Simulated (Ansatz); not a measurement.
## Bi, one cell by several methods

```yaml
crystal:
  lattice:
    - [-1.99295, 1.99295, 1.99295]
    - [1.99295, -1.99295, 1.99295]
    - [1.99295, 1.99295, -1.99295]
  atoms:
    - { symbol: Bi, position: [0.00000, 0.00000, 0.00000] }
```

The cell was built from the bcc type and relaxed in the same program, and has space group Im-3m; it needn't be a known or the stable phase.

No spin–orbit coupling, which matters for the heavy atoms here.

All numbers are computed: DFT, PBE, PAW with Ansatz's default frozen-core files, scalar-relativistic (Ansatz 0.2.0); DFT, PBE, all-electron LAPW, scalar-relativistic (Ansatz 0.2.0).

For PAW: a Γ-centred 13×13×13 k mesh, Fermi–Dirac smearing of 0.08 eV, cutoff 420 eV, no spin polarisation. LAPW targets a basis error of 0.25 meV/atom. The Ansatz runs share mesh, smearing and spin set-up. Plane-wave (PAW) pressures include the program's estimate of the Pulay term.

Stress and pressure are positive in compression.

Levels count from the Fermi level.

PAW results:

```json
{"quantity": "pressure (GPa)", "PAW": "0.04"}
{"quantity": "highest filled level at Γ (eV)", "PAW": "-13.359"}
{"quantity": "lowest empty level at Γ (eV)", "PAW": "5.030"}
{"quantity": "highest filled level at H (eV)", "PAW": "-1.734"}
{"quantity": "lowest empty level at H (eV)", "PAW": "3.574"}
{"quantity": "highest filled level at N (eV)", "PAW": "-4.941"}
{"quantity": "lowest empty level at N (eV)", "PAW": "1.575"}
```

Question: What does full-potential LAPW give for the same quantities?

Answer: 
```json
{"quantity": "pressure (GPa)", "LAPW": "0.05"}
{"quantity": "highest filled level at Γ (eV)", "LAPW": "-13.359"}
{"quantity": "lowest empty level at Γ (eV)", "LAPW": "5.030"}
{"quantity": "highest filled level at H (eV)", "LAPW": "-1.734"}
{"quantity": "lowest empty level at H (eV)", "LAPW": "3.576"}
{"quantity": "highest filled level at N (eV)", "LAPW": "-4.941"}
{"quantity": "lowest empty level at N (eV)", "LAPW": "1.574"}
```
